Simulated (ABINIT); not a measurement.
# Pb (P-1) in ABINIT: convergence with pawecutdg

Aim: find how far pawecutdg must go before the results for Pb settle, at PBEsol. This setting moves, with any that are tied to it; all else stays.

All numbers are computed with ABINIT 10.8.3 (patched build); they aren't measurements. Logs are shortened: lines on timing, memory, paths and dates and some standing lists are left out, and cuts for length are marked. The log counts tension as positive stress, the text compression.

### Step 1. The cell of the first run

The typed cell holds 1 atom: a = 3.478 Å, b = 3.476 Å, c = 3.500 Å, α = 61.23°, β = 60.11°, γ = 60.46°.

The cell isn't the ideal one: cell strained at random at fixed volume.

### Step 2. With pawecutdg 15 Ha

File run.abi:

```
pp_dirpath "./"
pseudos "Pb.GGA_PBE-JTH_sp.xml"

acell 3.4776705007 3.476298415 3.5002967398 Angstrom
rprim
    -0.0020022023     0.7101546853     0.7040428354
     0.7040785076    -0.0077619919     0.7100797185
     0.7010331359     0.7130655443    -0.0094906239
ntypat 1
znucl 82
natom 1
typat 1
xred
    -0.0123650000     0.0070870000     0.0165600000
chkprim 0
chksymtnons 0
tolsym 1.0e-6

ecut 15.0
pawecutdg 15.0
pawxcdev 0

kptopt 1
ngkpt 9 9 9
nshiftk 1
shiftk 0.0 0.0 0.0

ixc -116133

nband 6
occopt 6
tsmear 0.00367493

nstep 100
tolvrs 1.0e-9

iomode 3
prtwf 0
prtden 0
prteig 0
prtebands 0
```

Potentials or basis: JTH PAW PBE v2.0 sp.

On the command line:

```sh
> abinit run.abi > log 2>&1
```

Run time: 24 s. Hardware: 1 thread of Arm Neoverse V2, shared host; peak memory 0.15 GiB.

It converged, with:

```yaml
Free_energy: -101.1535 eV
Pressure: -0.4 GPa
Band_gap_on_the_k_mesh: none (metal or under the smearing width)
Valence_electrons_inside_the_program's_atomic_spheres: Pb 2.68 (radii [1.5418] Å)
```

### Step 3. With pawecutdg 18

run.abi: that of step 2 with these lines changed.

```diff
@@ -19,3 +19,3 @@
 ecut 15.0
-pawecutdg 15.0
+pawecutdg 18.0
 pawxcdev 0
```

Potentials or basis: JTH PAW PBE v2.0 sp.

On the command line:

```sh
> abinit run.abi > log 2>&1
```

It took 24 s on 1 thread of Arm Neoverse V2, shared host; peak memory 0.15 GiB.

It converged, with:

| Property | Result |
| --- | --- |
| Free energy | -101.1535 eV |
| Pressure | -0.4 GPa |
| Band gap on the k mesh | none (metal or under the smearing width) |
| Valence electrons inside the program's atomic spheres | Pb 2.67 (radii [1.5418] Å) |

### Step 4. With pawecutdg 22.5

run.abi: that of step 3 with these lines changed.

```diff
@@ -19,3 +19,3 @@
 ecut 15.0
-pawecutdg 18.0
+pawecutdg 22.5
 pawxcdev 0
```

On the command line:

```sh
> abinit run.abi > log 2>&1
```

Run time: 24 s. Hardware: 1 thread of Arm Neoverse V2, shared host; peak memory 0.16 GiB.

The run converged. Its results:

- Free energy: -101.1535 eV
- Pressure: -0.4 GPa
- Band gap on the k mesh: none (metal or under the smearing width)
- Valence electrons inside the program's atomic spheres: Pb 2.67 (radii [1.5418] Å)

### Step 5. With pawecutdg 27

run.abi: that of step 4 with these lines changed.

```diff
@@ -19,3 +19,3 @@
 ecut 15.0
-pawecutdg 22.5
+pawecutdg 27.0
 pawxcdev 0
```

On the command line:

```sh
> abinit run.abi > log 2>&1
```

It took 24 s on 1 thread of Arm Neoverse V2, shared host; peak memory 0.16 GiB.

It converged, with:

```yaml
Free_energy: -101.1535 eV
Pressure: -0.4 GPa
Band_gap_on_the_k_mesh: none (metal or under the smearing width)
Valence_electrons_inside_the_program's_atomic_spheres: Pb 2.67 (radii [1.5418] Å)
```

### Step 6. With pawecutdg 33

run.abi: that of step 5 with these lines changed.

```diff
@@ -19,3 +19,3 @@
 ecut 15.0
-pawecutdg 27.0
+pawecutdg 33.0
 pawxcdev 0
```

Potentials or basis: JTH PAW PBE v2.0 sp.

On the command line:

```sh
> abinit run.abi > log 2>&1
```

Wall time 24 s (1 thread of Arm Neoverse V2, shared host); peak memory 0.16 GiB.

It converged, with:

```yaml
Free_energy: -101.1535 eV
Pressure: -0.4 GPa
Band_gap_on_the_k_mesh: none (metal or under the smearing width)
Valence_electrons_inside_the_program's_atomic_spheres: Pb 2.67 (radii [1.5418] Å)
```

### Step 7. With pawecutdg 40.5

run.abi: that of step 6 with these lines changed.

```diff
@@ -19,3 +19,3 @@
 ecut 15.0
-pawecutdg 33.0
+pawecutdg 40.5
 pawxcdev 0
```

On the command line:

```sh
> abinit run.abi > log 2>&1
```

Run time: 24 s. Hardware: 1 thread of Arm Neoverse V2, shared host; peak memory 0.17 GiB.

It converged, with:

```
Free energy                                           : -101.1535 eV
Pressure                                              : -0.4 GPa
Band gap on the k mesh                                : none (metal or under the smearing width)
Valence electrons inside the program's atomic spheres : Pb 2.67 (radii [1.5418] Å)
```

### Step 8. With pawecutdg 49.5

run.abi: that of step 7 with these lines changed.

```diff
@@ -19,3 +19,3 @@
 ecut 15.0
-pawecutdg 40.5
+pawecutdg 49.5
 pawxcdev 0
```

Potentials or basis: JTH PAW PBE v2.0 sp.

On the command line:

```sh
> abinit run.abi > log 2>&1
```

run.abo:

```text
.Version 10.8.3 of ABINIT
 Symmetries : space group P-1 (#  2); Bravais aP (primitive triclinic)
================================================================================
 Values of the parameters that define the memory need of the present run
     intxc =       0    ionmov =       0      iscf =      17    lmnmax =      13
     lnmax =       5     mgfft =      24  mpssoang =       3    mqgrid =    3001
     natom =       1  nloc_mem =       2    nspden =       1   nspinor =       1
    nsppol =       1      nsym =       2    n1xccc =       1    ntypat =       1
    occopt =       6   xclevel =       2
       mpw =         578          nfft =       13824          nkpt =         365
 PAW method is used; the additional fine FFT grid is defined by:
   mgfftf=        45    nfftf =     91125
================================================================================
================================================================================

--------------------------------------------------------------------------------
------------- Echo of variables that govern the present computation ------------
--------------------------------------------------------------------------------
 -outvars: echo values of preprocessed input variables --------
            acell      6.5718448025E+00  6.5692519363E+00  6.6146021976E+00 Bohr
              amu      2.07200000E+02
          chkprim           0
      chksymtnons           0
             ecut      1.50000000E+01 Hartree
                       outvar_i_n : Printing only first  50 k-points.
              ixc     -116133
                       outvar_i_n : Printing only first  50 k-points.
         kptrlatt        9    0    0      0    9    0      0    0    9
          kptrlen      5.91232674E+01
            natom           1
            nband           6
            ngfft          24      24      24
          ngfftdg          45      45      45
             nkpt         365
            nstep         100
             nsym           2
           ntypat           1
                       prtocc : prtvol=0, do not print more k-points.
           occopt           6
        pawecutdg      4.95000000E+01 Hartree
[... 155 lines left out ...]
kinetic             :  1.22683030990170E+00
hartree             :  4.47527228887674E-02
xc                  : -4.06889107269897E+00
Ewald energy        : -3.92090264036714E+00
psp_core            :  7.98491229557459E-01
local_psp           : -1.95709027925294E-01
PAW spherical_terms :  2.39810287650982E+00
internal            : -3.71732560213366E+00
'-kT*entropy'       :  3.64539734547216E-07
total_energy        : -3.71732523759393E+00
total_energy_eV     : -1.01153572842101E+02
...

--- !EnergyTermsDC
iteration_state     : {dtset: 1, }
comment             : '"Double-counting" decomposition of free energy'
band_energy         : -7.34250778644827E-01
Ewald energy        : -3.92090264036714E+00
psp_core            :  7.98491229557459E-01
xc_dc               : -1.99245420303598E+00
PAW spherical_terms :  2.13179417888209E+00
internal            : -3.71732221360840E+00
'-kT*entropy'       :  3.64539734547216E-07
total_energy_dc     : -3.71732184906866E+00
total_energy_dc_eV  : -1.01153480635632E+02
...

--- !EnergyTermsWithPAWCore
iteration_state     : {dtset: 1, }
comment             : 'Components of total free energy, including PAW core contributions'
Total energy        : -2.08765327205728E+04
Total energy DC     : -2.08765327171843E+04
Total energy (eV)   : -5.68079395336366E+05
Total energy DC (eV): -5.68079395244160E+05
...

 Cartesian components of stress tensor (hartree/bohr^3)
  sigma(1 1)=  4.95782737E-06  sigma(3 2)= -2.69224200E-05
  sigma(2 2)=  2.02890695E-05  sigma(3 1)= -6.38121042E-06
  sigma(3 3)=  1.46550508E-05  sigma(2 1)= -1.04441926E-07

-Cartesian components of stress tensor (GPa)         [Pressure= -3.9132E-01 GPa]
- sigma(1 1)=  1.45864317E-01  sigma(3 2)= -7.92084943E-01
- sigma(2 2)=  5.96925034E-01  sigma(3 1)= -1.87741692E-01
- sigma(3 3)=  4.31166479E-01  sigma(2 1)= -3.07278754E-03

== END DATASET(S) ==============================================================
================================================================================

 -outvars: echo values of variables after computation  --------
            acell      6.5718448025E+00  6.5692519363E+00  6.6146021976E+00 Bohr
           etotal     -3.7173218491E+00
            fcart     -0.0000000000E+00 -0.0000000000E+00 -0.0000000000E+00
            rprim     -2.0022023000E-03  7.1015468530E-01  7.0404283540E-01
                       7.0407850760E-01 -7.7619919000E-03  7.1007971850E-01
                       7.0103313590E-01  7.1306554430E-01 -9.4906239000E-03
           strten      4.9578273730E-06  2.0289069524E-05  1.4655050759E-05
                      -2.6922419996E-05 -6.3812104161E-06 -1.0444192558E-07
           xangst      5.8067472004E-02  1.0603911778E-02 -1.3331049719E-02
             xred     -1.2365000000E-02  7.0870000000E-03  1.6560000000E-02
 Calculation completed.
```

Wall time 26 s (1 thread of Arm Neoverse V2, shared host); peak memory 0.18 GiB.

What came out:

```
Free energy                                           : -101.1535 eV
Pressure                                              : -0.4 GPa
Band gap on the k mesh                                : none (metal or under the smearing width)
Valence electrons inside the program's atomic spheres : Pb 2.67 (radii [1.5418] Å)
```

### Step 9. Summary

| pawecutdg | energy less the tightest run (meV/atom) | SCF cycles | CPU time (s) | peak memory (GiB) |
| --- | --- | --- | --- | --- |
| 15 Ha | 0.01 | 9 | 24 | 0.15 |
| 18 | 0.00 | 9 | 24 | 0.15 |
| 22.5 | 0.01 | 9 | 24 | 0.16 |
| 27 | 0.00 | 9 | 24 | 0.16 |
| 33 | 0.00 | 9 | 24 | 0.16 |
| 40.5 | 0.00 | 9 | 24 | 0.17 |
| 49.5 | 0.00 | 10 | 26 | 0.18 |

Against the tightest run, the energy stays within 1 meV/atom from 15 Ha on. The tightest run that finished is the yardstick and may itself not be fully converged.

Caveats: the PAW data sets were made with another functional, which shifts forces and pressure a little; this set keeps more shells in the core, which shifts pressures and gaps.
